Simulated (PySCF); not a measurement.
All of these have the formula C4H8. Computed with TDDFT CAM-B3LYP/def2-SVPD, vertical, gas phase, core orbitals frozen in the response (PySCF). Geometries: PBE0-D3(BJ)/def2-SVP; one conformer of each isolated species. Triplets are in the Tamm–Dancoff approximation.

A. `C/C=C\C`
B. `C1CCC1`
C. `C(C)C=C`

Lowest singlet levels (six at most, fewer where fewer were computed) with oscillator strengths:

1. 6.71 eV (f 0.003); 7.35 eV (f 0.018); 7.36 eV (f 0.513); 7.70 eV (f 0.000); 8.31 eV (f 0.000); 8.54 eV (f 0.000); T1 4.33 eV
2. 7.29 eV (f 0.105); 7.43 eV (f 0.382); 7.85 eV (f 0.001); 8.09 eV (f 0.001); 8.12 eV (f 0.013); 8.64 eV (f 0.026); T1 4.37 eV
3. 8.48 eV (f 0.070 summed over 2 states); 8.57 eV (f 0.000); 9.06 eV (f 0.001 summed over 3 states); 9.11 eV (f 0.001 summed over 2 states); 9.17 eV (f 0.000) [of 10 roots; the last level is left out, as the window may have cut its degenerate partner]; T1 8.26 eV

**Question.** Match each spectrum to its molecule.

**Answer.** 1 = A, 2 = C, 3 = B.
- A: S1 at 6.71 eV, HOMO→LUMO (84%), HOMO→LUMO+2 (15%); Löwdin shares by element: HOMO carbon 84% (atoms not listed hold the other 16%); LUMO carbon 59% (atoms not listed hold the other 41%); HOMO -8.22 and LUMO 1.54 eV; point group C2v, 3 of its 6 listed states under f = 0.0005.
- B: S1 at 8.48 eV, HOMO-1/HOMO→LUMO (≥97%); Löwdin shares by element: HOMO (one of a set within 0.03 eV) carbon 77% (atoms not listed hold the other 23%); LUMO carbon 52% (atoms not listed hold the other 48%); HOMO -10.06 and LUMO 1.55 eV; point group D2d, 6 of its 9 listed states under f = 0.0005.
- C: S1 at 7.29 eV, HOMO→LUMO (44%), HOMO→LUMO+1 (37%); Löwdin shares by element: HOMO carbon 82% or more (atoms not listed hold the other 18%); LUMO carbon 67% (atoms not listed hold the other 33%); HOMO -8.74 and LUMO 1.33 eV.

A slash joins orbitals within 0.01 eV of each other, whose weights are summed (≥ marks a lower bound).
